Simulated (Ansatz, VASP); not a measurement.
## Two plane-wave programs on Nb

```
Nb
1.0
     0.00000    2.11500    2.11500
     2.11500    0.00000    2.11500
     2.11500    2.11500    0.00000
Nb
1
Direct
  0.00000 0.00000 0.00000
```

This isn't the form of Nb at room conditions, which is bcc.

Alike in both runs: task relaxation of cell and atoms; functional revPBE; dispersion D4; k mesh 11 × 11 × 11; occupations fermi-dirac, width 0.05 eV; no spin polarisation.

```csv
,VASP,Ansatz
version,VASP 6.6.1,Ansatz 0.2.0
potentials or method,"VASP PAW PBE potentials, release 64 (Nb_sv)",Ansatz PAW
plane-wave cutoff (eV),600,420
valence electrons in the cell,13,13
```

```csv
,VASP,Ansatz,Ansatz less VASP
"gap on the k mesh at the Fermi level, each at its own relaxed structure (eV)",none,none,-
relaxed volume (Å³/atom),18.43,18.47,+0.033
relaxed cell length with the largest relative difference (Å),2.965,2.967,+0.0018
energy change over the relaxation (meV/atom),-7,-6,+1.0
```

A gap of «none» marks a metal or a gap that the smearing closes.

Caveats: pairwise dispersion overbinds metals, which lowers pressure and volume; the PAW data sets were made with another functional, which shifts forces and pressure a little (VASP); the plane-wave basis is chosen anew once the cell has moved, so the energies of steps on either side of that aren't comparable (Ansatz); the PAW data sets come from PBE, with cores solved anew for the run's functional, which leaves a small shift of forces and pressure (Ansatz).
